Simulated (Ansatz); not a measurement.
Input and command of a calculation in Ansatz (plane waves; scalar-relativistic PAW potentials unless the input names others):

```yaml
crystal:
  lattice:
    - [3.1597400268, 0.0, 0.0]
    - [-1.5798700134, 2.7364151325, 0.0]
    - [0.0, 0.0, 45.207291872]
  atoms:
    - { symbol: S, position: [0.3333333333, 0.6666666667, 0.3978925845] }
    - { symbol: W, position: [0.6666666667, 0.3333333333, 0.4327389263] }
    - { symbol: S, position: [0.3333333333, 0.6666666667, 0.4675460953] }
    - { symbol: S, position: [0.6666666667, 0.3333333333, 0.5324538987] }
    - { symbol: W, position: [0.3333333333, 0.6666666667, 0.5672610879] }
    - { symbol: S, position: [0.6666666667, 0.3333333333, 0.6021074073] }
  periodic: [true, true, false]
basis:
  ecutwfc: 420
  ecutrho_ratio: 12
kpoints:
  mp_grid: { grid: [12, 12, 1] }
hamiltonian:
  xc: pbe
  dispersion: d3bj
  hubbard: { sites: [{ species: W, l: d, u_eff: 3.0 }], double_counting: fll }
scf:
  occupations: { method: gaussian, width: 0.02 }
output:
  forces: true
  eigenvalues: true
  stress: true
```

```bash
ansatz run input.yaml --threads 2 --pin off --max-ram 5120MiB --backend cpu --events-out ev --progress --plain --runs-dir out
```

Abridged log:
```
S: projections on atomic orbitals take those of the free atom [Ne] 3s2 3p4, of charge +0.00 (hamiltonian.pseudopotentials.projection_atoms); the dataset's partial waves leave at most 1.6e-7 of an orbital's norm unspanned inside its sphere
W: projections on atomic orbitals take those of the free atom [Kr 4d10 4f14] 5s2 5p6 5d4 6s2, of charge +0.00 (hamiltonian.pseudopotentials.projection_atoms); the dataset's partial waves leave at most 6.5e-5 of an orbital's norm unspanned inside its sphere
Pseudopotentials: kind: paw
Pseudopotential: S, paw, valence charge 6, recommended cutoff 420 eV (normal)
Pseudopotential: W, paw, valence charge 14, recommended cutoff 420 eV (normal)
Functional definition: PBE
Crystal: 6 atoms, lattice volume = 390.879 Å³
Basis set: ecut = 420 eV, 7531 PW (Γ), exchange–correlation on 80×80×1080 points (8 copies of the dense FFT grid, shifted against one another)
Bands: 32, of which v1, the nominal top of the filled ones, is band 26 counted from 1 (25 counted from 0)
Symmetry: 12 space group operations
Space group: P-3m1 (ITA 164), of the structure as read, at distance tolerance 7.3e-5 Å
k-points: 19 of 144
Initial density: superposition of atomic densities (neutral atoms: chi_scale 0, normalization atom)
Initial wavefunctions: pseudopotential atomic-orbital guess
Functional: x = pbe(κ = 0.804, μ = 0.21951497), c = pbe(β = 0.06672455)
SCF iter   1: F=—  HF=-24378.173613 eV  |F-HF|=—  |Δ(HF+E_count)|=         —  Δρ=2.67e-2  dr2=3.14e0  ethr=3.10e-3  ⟨swp⟩=15.2  Hψ=4731  notcnv=0
SCF iter   2: F=—  HF=-24377.600496 eV  |F-HF|=—  |Δ(HF+E_count)|=   5.73e-1  Δρ=1.18e-2  dr2=1.14e0  ethr=3.10e-3  ⟨swp⟩=4.7  Hψ=1768  notcnv=0  defer=26
SCF iter   3: F=—  HF=-24377.562133 eV  |F-HF|=—  |Δ(HF+E_count)|=   3.84e-2  Δρ=6.85e-3  dr2=1.96e-1  ethr=2.20e-3  ⟨swp⟩=2.9  Hψ=1043  notcnv=0  defer=26
SCF iter   4: F=—  HF=-24377.560198 eV  |F-HF|=—  |Δ(HF+E_count)|=   1.94e-3  Δρ=1.98e-3  dr2=1.56e-2  ethr=3.77e-4  ⟨swp⟩=4.1  Hψ=1533  notcnv=0  defer=25
SCF iter   5: F=—  HF=-24377.562238 eV  |F-HF|=—  |Δ(HF+E_count)|=   2.04e-3  Δρ=3.23e-4  dr2=9.47e-4  ethr=3.00e-5  ⟨swp⟩=3.8  Hψ=1520  notcnv=0  defer=25
SCF iter   6: F=—  HF=-24377.562699 eV  |F-HF|=—  |Δ(HF+E_count)|=   4.61e-4  Δρ=2.83e-4  dr2=2.90e-3  ethr=1.82e-6  ⟨swp⟩=3.5  Hψ=1401  notcnv=0  defer=25
SCF iter   7: F=—  HF=-24377.562475 eV  |F-HF|=—  |Δ(HF+E_count)|=   2.24e-4  Δρ=4.78e-5  dr2=1.07e-5  ethr=1.82e-6  ⟨swp⟩=2.8  Hψ=968  notcnv=0  defer=25
SCF iter   8: F=—  HF=-24377.562407 eV  |F-HF|=—  |Δ(HF+E_count)|=   6.82e-5  Δρ=1.69e-5  dr2=1.48e-6  ethr=2.06e-8  ⟨swp⟩=3.7  Hψ=1555  notcnv=0  defer=25
SCF iter   9: F=—  HF=-24377.562407 eV  |F-HF|=—  |Δ(HF+E_count)|=   1.80e-7  Δρ=4.34e-6  dr2=1.26e-7  ethr=2.86e-9  ⟨swp⟩=3.1  Hψ=1285  notcnv=0  defer=25
SCF iter  10: F=-24377.562407 eV  HF=-24377.562407 eV  |F-HF|=4.85e-9  |Δ(HF+E_count)|=   2.71e-8  Δρ=1.02e-6  dr2=4.11e-9  ethr=1.92e-10  ⟨swp⟩=19.5  Hψ=4228  notcnv=0
SCF 1 converged in 10 iterations: F = -24377.562407 eV  dr2 = 4.11e-9
SCF converged after 10 iterations
Free energy (F): -24377.562407 eV
Harris-Foulkes:  -24377.562407 eV  (|F-HF|=4.85e-9)
Internal energy: -24377.562407 eV  (E = F + TS)
E sigma→0 (E₀):  -24377.562407 eV
Fermi energy:    -4.682169 eV
  E_disp       = -2.212843  (pairwise vdW)
--- Forces (eV/Å), atoms counted from 1 ---
  atom   1  S      0.00000000     0.00000000    -0.01534795
  atom   2  W      0.00000000     0.00000000     0.00326234
  atom   3  S      0.00000000     0.00000000     0.01427798
  atom   4  S      0.00000000     0.00000000    -0.01427798
  atom   5  W      0.00000000     0.00000000    -0.00326234
  atom   6  S      0.00000000     0.00000000     0.01534795
--- 2D stress c σ (N/m, compression-positive) ---
       -0.005829       0.000000       0.000000
        0.000000      -0.005829       0.000000
        0.000000       0.000000       0.000000
  P = ½ c Tr σ = -0.0058 N/m
  the weakly bound empty levels are not read free of the cell's end (hubbard_term)
Occupation matrices written to <dir>
```

Apart from outputs, empty bands and the relaxation, which only the reference makes, the input differs from a reference run on usual settings in hamiltonian.hubbard: not typed → {"sites": [{"species": "W", "l": "d", "u_eff": 3.0}], "double_counting": "fll"}; basis.ecutrho_ratio: not typed → 12. The reference, at the same geometry, ended its own course with largest force 0.002 eV/Å, gap on the mesh 1.35 eV. This run converged in 10 SCF iterations with an energy at zero smearing 1.2 eV/atom above the reference's (the Hamiltonian itself differs), largest force 0.015 eV/Å, gap on the mesh 1.41 eV.

The run took 14 s on 2 threads of Arm Neoverse V1 (shared host), peak memory 1.5 GiB.